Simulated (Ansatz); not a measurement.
Input and command of a plane-wave DFT calculation in Ansatz:

```yaml
crystal:
  lattice:
    - [0.0, 3.6244223117, 3.6244223117]
    - [3.6244223117, 0.0, 3.6244223117]
    - [3.6244223117, 3.6244223117, 0.0]
  atoms:
    - { symbol: Fe, position: [0.5, 0.5, 0.5], spin: 3.57 }
    - { symbol: Fe, position: [0.75, 0.75, 0.75], spin: 3.57 }
    - { symbol: Pt, position: [0.125, 0.125, 0.125] }
    - { symbol: Pt, position: [0.625, 0.125, 0.125] }
    - { symbol: Pt, position: [0.125, 0.125, 0.625] }
    - { symbol: Pt, position: [0.125, 0.625, 0.125] }
basis:
  ecutwfc: 420
kpoints:
  mp_grid: { grid: [8, 8, 8] }
hamiltonian:
  xc: pbesol
scf:
  occupations: { method: gaussian, width: 0.1 }
output:
  forces: true
  stress: true
  eigenvalues: true
  populations: true
  write_density: true
  write_potential: true
  elf: true
  volumetric_format: npy
magnetization:
  spin_polarized: true
relax:
  adjacent_minimum: "off"
  f_tol: 0.01
  max_steps: 60
  cell: { stress_tol: 0.1 }
```

```bash
ansatz run input.yaml --threads 1 --pin off --max-ram 2560MiB --backend cpu --events-out ev --progress --plain --runs-dir out
```

Processor: Arm Neoverse V2, 1 thread, on a host shared with other jobs.

Question: How long does it run, and how much memory does it take?

Answer: About 110 s on 1 thread of Arm Neoverse V2, on a shared host, peak memory 0.58 GiB. It solves 67 bands at 29 k points (the mesh reduced by symmetry) with about 1837 plane waves (on the last cell), in 36 SCF iterations over 4 ionic steps.
